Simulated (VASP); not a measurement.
# Os in VASP: settings compared

Aim: see how the results for Os move with the level of theory and the settings. Levels: PBEsol, PBE+D3(BJ), vdW-DF. Tasks: relaxation of the atoms, single point.

All numbers are computed with VASP 6.6.1; they aren't measurements. Logs are shortened: lines on timing, memory, paths and dates and some standing lists are left out, and cuts for length are marked.

### Step 1. The undisturbed slab

The cell holds a slab with vacuum, 5 atoms: a = 2.734 Å, b = 2.734 Å, c = 23.639 Å, α = 90.00°, β = 90.00°, γ = 120.00°.

The slab is cut from a database's or a generator's crystal, which needn't be the stable form of the element.

### Step 2. Relaxation of the atoms, PBEsol (the (0 0 1) slab of Os, cut from the database cell, not relaxed)

Input file INCAR:

```
ALGO = Fast ; DIPOL = 0.5 0.5 0.500
EDIFF = 1E-6 ; EDIFFG = -0.005
ENCUT = 520 ; GGA = PS
IBRION = 2 ; IDIPOL = 3
ISIF = 2 ; ISMEAR = 0
LASPH = T ; LCHARG = F
LDIPOL = T ; LREAL = F
LWAVE = F ; NELM = 60
NSW = 60 ; PREC = Accurate
SIGMA = 0.05
```

Input file KPOINTS:

```
k-points
0
Gamma
  11 11 1
```

Input file POSCAR:

```
Os
1.0
    2.7340999755      0.0000000000      0.0000000000
   -1.3670499877      2.3678000353      0.0000000000
    0.0000000000      0.0000000000     23.6394000000
Os
5
Selective dynamics
Direct
    0.3333333333      0.6666666666      0.3172669357  F F F
    0.6666666667      0.3333333334      0.4086334679  F F F
    0.3333333333      0.6666666666      0.5000000000  T T T
    0.6666666667      0.3333333334      0.5913665321  T T T
    0.3333333333      0.6666666666      0.6827330643  T T T
```

Potentials or basis: VASP PAW PBE potentials, release 64 (Os).

Command:

```bash
> cat potpaw_PBE.64/Os/POTCAR > POTCAR
> mpirun -np 1 vasp_std > vasp.out
```

OUTCAR:

```text
EDIFF = 1E-6
   EDIFFG = -0.005
   ENCUT = 520
   GGA = PS
   IBRION = 2
   ISIF = 2
   ISMEAR = 0
   LASPH = T
   LREAL = F
   NELM = 60
   NSW = 60
   PREC = Accurate

 ion  position               nearest neighbor table
   1  0.333  0.667  0.317-   2 2.68   2 2.68   2 2.68
   2  0.667  0.333  0.409-   3 2.68   3 2.68   3 2.68   1 2.68   1 2.68   1 2.68
   3  0.333  0.667  0.500-   2 2.68   4 2.68   2 2.68   4 2.68   2 2.68   4 2.68
   4  0.667  0.333  0.591-   3 2.68   3 2.68   3 2.68   5 2.68   5 2.68   5 2.68
   5  0.333  0.667  0.683-   4 2.68   4 2.68   4 2.68

  LATTYP: Found a hexagonal cell.
 ALAT       =     2.7340999755
 C/A-ratio  =     8.6461359174

  Lattice vectors:

 A1 = (   2.7340999755,   0.0000000000,   0.0000000000)
 A2 = (  -1.3670499877,   2.3678000353,   0.0000000000)
 A3 = (   0.0000000000,   0.0000000000,  23.6394000000)

Analysis of symmetry for initial positions (statically):
=====================================================================
 Subroutine PRICEL returns:
 Original cell was already a primitive cell.

 Routine SETGRP: Setting up the symmetry group for a
 hexagonal supercell.

 Subroutine GETGRP returns: Found 12 space group operations
 (whereof 12 operations were pure point group operations)
 out of a pool of 24 trial point group operations.

The static configuration has the point symmetry D_3h.

Analysis of symmetry for dynamics (positions and initial velocities):
=====================================================================
 Subroutine PRICEL returns:
 Original cell was already a primitive cell.

 Routine SETGRP: Setting up the symmetry group for a
 hexagonal supercell.

 Subroutine GETGRP returns: Found 12 space group operations
 (whereof 12 operations were pure point group operations)
 out of a pool of 24 trial point group operations.

The dynamic configuration has the point symmetry D_3h.

Analysis of constrained symmetry for selective dynamics:
=====================================================================
 Subroutine PRICEL returns:
 Original cell was already a primitive cell.

 Routine SETGRP: Setting up the symmetry group for a
 hexagonal supercell.

 Subroutine GETGRP returns: Found  6 space group operations
 (whereof  6 operations were pure point group operations)
 out of a pool of 24 trial point group operations.

The constrained configuration has the point symmetry C_3v.

 Subroutine INISYM returns: Found  6 space group operations
 (whereof  6 operations are pure point group operations),
 and found     1 'primitive' translations

----------------------------------------------------------------------------------------

                                     Primitive cell

  volume of cell :     153.0368

  direct lattice vectors                    reciprocal lattice vectors
     2.734099975  0.000000000  0.000000000     0.365751073  0.211166480  0.000000000
    -1.367049988  2.367800035  0.000000000     0.000000000  0.422332961  0.000000000
     0.000000000  0.000000000 23.639400000     0.000000000  0.000000000  0.042302258

  length of vectors
     2.734099975  2.734099976 23.639400000     0.422332961  0.422332961  0.042302258

  position of ions in fractional coordinates (direct lattice)
     0.333333333  0.666666667  0.317266936
     0.666666667  0.333333333  0.408633468
     0.333333333  0.666666667  0.500000000
     0.666666667  0.333333333  0.591366532
     0.333333333  0.666666667  0.682733064

  ion indices of the primitive-cell ions
   primitive index   ion index
                 1           1
                 2           2
                 3           3
                 4           4
                 5           5

----------------------------------------------------------------------------------------

 KPOINTS: k-points

Automatic generation of k-mesh.
[... 50 lines left out ...]
   ICHARG =      2    charge: 1-file 2-atom 10-const
   ISPIN  =      1    spin polarized calculation?
   LNONCOLLINEAR =      F non collinear calculations
   LSORBIT =      F    spin-orbit coupling
   LASPH  =      T    aspherical Exc in radial PAW
   ENCUT  =  520.0 eV  38.22 Ry    6.18 a.u.   5.08  5.08 43.95*2*pi/ulx,y,z
   NELM   =     60;   NELMIN=  2; NELMDL= -5     # of ELM steps
   EDIFF  = 0.1E-05   stopping-criterion for ELM
   LREAL  =      F    real-space projection
   EDIFFG = -.5E-02   stopping-criterion for IOM
   NSW    =     60    number of steps for IOM
   IBRION =      2    ionic relax: 0-MD 1-quasi-New 2-CG
   NFREE  =      1    steps in history (QN), initial steepest desc. (CG)
   ISIF   =      2    stress and relaxation
   ISYM   =      2    0-nonsym 1-usesym 2-fastsym
   POTIM  = 0.5000    time-step for ionic-motion
   TEBEG  =    0.0;   TEEND  =   0.0 temperature during run
   PSTRESS=    0.0 pullay stress
   NELECT =      40.0000    total number of electrons
   NUPDOWN=      -1.0000    fix difference up-down
   EMIN   =  10.00;   EMAX   =-10.00  energy-range for DOS
   EFERMI =   0.00;   METHOD = LEGACY
   ISMEAR =     0;   SIGMA  =   0.05  broadening in eV -4-tet -1-fermi 0-gaus
   EFERMI_NEDOS =   21; number of points for ismear=-14 and -15
   IALGO  =     68    algorithm
   IMIX   =      4    mixing-type and parameters
     AMIX     =   0.40;   BMIX     =  1.00
     AMIX_MAG =   1.60;   BMIX_MAG =  1.00
  volume/ion in A,a.u.               =      30.61       206.55
  Fermi-wavevector in a.u.,A,eV,Ry     =   1.046718  1.978010 14.906785  1.095618
  Thomas-Fermi vector in A             =   2.181568
   LORBIT       =      0    0 simple, 1 ext, 2 COOP (PROOUT), +10 PAW based schemes
   GGA     = PS    functional components
   LHFCALC =     F    Hartree Fock is set to
   AEXX    =    0.0000 exact exchange contribution
   IVDW    =     0    specifies the selected vdW correction
   LEPSILON=     F    determine dielectric tensor
   LRPA    =     F    only Hartree local field effects (RPA)
 conjugate gradient relaxation of ions
 non-spin polarized calculation
 RMM-DIIS sequential band-by-band and
 Gauss-broadening in eV      SIGMA  =   0.05
  energy-cutoff  :      520.00
  volume of cell :      153.04
 maximum number of plane-waves:      4151
   NGX = 11   NGY = 11   NGZ = 87

--------------------------------------- Ionic step        1  -------------------------------------------

 number of electron      39.9999999 magnetization

 Free energy of the ion-electron system (eV)
  ---------------------------------------------------
  ext. energy  EPLUGINS =         0.00000000
  ---------------------------------------------------
  free energy    TOTEN  =       -58.35669903 eV

  energy without entropy =      -58.35159826  energy(sigma->0) =      -58.35414864

------------------------ aborting loop because EDIFF is reached ----------------------------------------

  FORCE on cell =-STRESS in cart. coord.  units (eV):
  Direction    XX          YY          ZZ          XY          YZ          ZX
  --------------------------------------------------------------------------------------
  -------------------------------------------------------------------------------------
  Total       -7.0984857     -7.0984857     -4.8573564     -0.0000000      0.0000000      0.0000000
  in kB      -74.3156761    -74.3156761    -50.8527792     -0.0000000      0.0000000      0.0000000
  external PRESSURE =     -66.4947105 kB  Pullay stress =       0.0000000 kB
[... 98 lines left out ...]
  FREE ENERGIE OF THE ION-ELECTRON SYSTEM (eV)
  ---------------------------------------------------
  free  energy   TOTEN  =       -58.3995682552 eV

  energy  without entropy=      -58.3934751820  energy(sigma->0) =      -58.39652172

 dipolmoment           0.000000      0.000000      0.000721 electrons x Angstroem

[... ionic steps 4 to 8 ...]

--------------------------------------- Ionic step        9  -------------------------------------------

 number of electron      39.9999998 magnetization

------------------------ aborting loop because EDIFF is reached ----------------------------------------
[... 36 lines left out ...]
 number of electron      39.9999998 magnetization

------------------------ aborting loop because EDIFF is reached ----------------------------------------

 vacuum level on the upper side and lower side of the slab       (xc-potential included)        -0.169        -0.077

  FORCE on cell =-STRESS in cart. coord.  units (eV):
  Direction    XX          YY          ZZ          XY          YZ          ZX
  --------------------------------------------------------------------------------------
  -------------------------------------------------------------------------------------
  Total       -6.1942223     -6.1942223     -2.4693055     -0.0000000     -0.0000000      0.0000000
  in kB      -64.8487350    -64.8487350    -25.8517264     -0.0000000     -0.0000000      0.0000000
  external PRESSURE =     -51.8497322 kB  Pullay stress =       0.0000000 kB
[... 26 lines left out ...]
--------------------------------------- Ionic step       11  -------------------------------------------

 number of electron      39.9999998 magnetization

 dipolmoment           0.000000      0.000000     -0.003480 electrons x Angstroem

 Free energy of the ion-electron system (eV)
  ---------------------------------------------------
  ext. energy  EPLUGINS =         0.00000000
  ---------------------------------------------------
  free energy    TOTEN  =       -58.40532101 eV

  energy without entropy =      -58.39878437  energy(sigma->0) =      -58.40205269

 E-fermi :   1.3648     XC(G=0):  -7.3223

 val. band max:        1.3588542656   @ k =   0.1818   0.0909   0.0000
 cond. band min:       1.4735296390   @ k =   0.2727   0.1818   0.0000
 fundamental gap:      0.1146753735
 Fermi energy:         1.3647715157

 k-point     1 :       0.0000    0.0000    0.0000
  band No.  band energies     occupation
      1      -9.2856      2.00000
      2      -8.1850      2.00000
      3      -6.8102      2.00000
      4      -6.3422      2.00000
      5      -6.1558      2.00000
      6      -2.0173      2.00000
[... 421 lines left out ...]
     23       2.8337      0.00000
     24       3.1696      0.00000

------------------------ aborting loop because EDIFF is reached ----------------------------------------

 vacuum level on the upper side and lower side of the slab       (xc-potential included)        -0.078         0.025

  FORCE on cell =-STRESS in cart. coord.  units (eV):
  Direction    XX          YY          ZZ          XY          YZ          ZX
  --------------------------------------------------------------------------------------
  -------------------------------------------------------------------------------------
  Total       -6.1718871     -6.1718871     -2.4334326     -0.0000000      0.0000000      0.0000000
  in kB      -64.6149019    -64.6149019    -25.4761642     -0.0000000      0.0000000      0.0000000
  external PRESSURE =     -51.5686560 kB  Pullay stress =       0.0000000 kB
[... 20 lines left out ...]
  FREE ENERGIE OF THE ION-ELECTRON SYSTEM (eV)
  ---------------------------------------------------
  free  energy   TOTEN  =       -58.4053210081 eV

  energy  without entropy=      -58.3987843698  energy(sigma->0) =      -58.40205269

 reached required accuracy - stopping structural energy minimisation

 vacuum level on the upper side and lower side of the slab         6.681         6.781
```

It took 8.1 min on 1 thread of Intel Xeon Platinum 8559C (Emerald Rapids), shared host; peak memory 0.3 GiB.

Results:

| Quantity | Value |
| --- | --- |
| Free energy | -58.4053 eV |
| Energy gained by relaxing | 9.7 meV/atom |
| Ionic steps | 11 |

Step by step:
| step | energy change (eV) | largest force (eV/Å) | pressure (GPa) |
| --- | --- | --- | --- |
| 1 | 0.0000 | 1.0751 | -6.65 |
| 2 | -0.0378 | 1.1089 | -5.52 |
| 3 | -0.0429 | 1.0926 | -5.86 |
| 4 | -0.0453 | 1.1093 | -5.71 |
| 5 | -0.0466 | 1.1302 | -5.63 |
| 6 | -0.0472 | 1.1245 | -5.55 |
| 7 | -0.0482 | 1.1117 | -5.34 |
| 8 | -0.0482 | 1.1670 | -4.92 |
| 9 | -0.0486 | 1.0997 | -5.14 |
| 10 | -0.0484 | 1.1017 | -5.18 |
| 11 | -0.0486 | 1.0975 | -5.16 |

Final structure:
```
CELL_PARAMETERS angstrom
2.73410 0.00000 0.00000
-1.36705 2.36780 0.00000
0.00000 0.00000 23.63940
ATOMIC_POSITIONS crystal
Os 0.33333 0.66667 0.31727
Os 0.66667 0.33333 0.40863
Os 0.33333 0.66667 0.49986
Os 0.66667 0.33333 0.59172
Os 0.33333 0.66667 0.67951
```

Caveat: the bands computed are all filled at some k points, so no gap is given; the PAW data sets were made with another functional, which shifts forces and pressure a little. Spin-orbit coupling is left out, which matters for the levels of Os.

(Continued in part 2 of 2.)
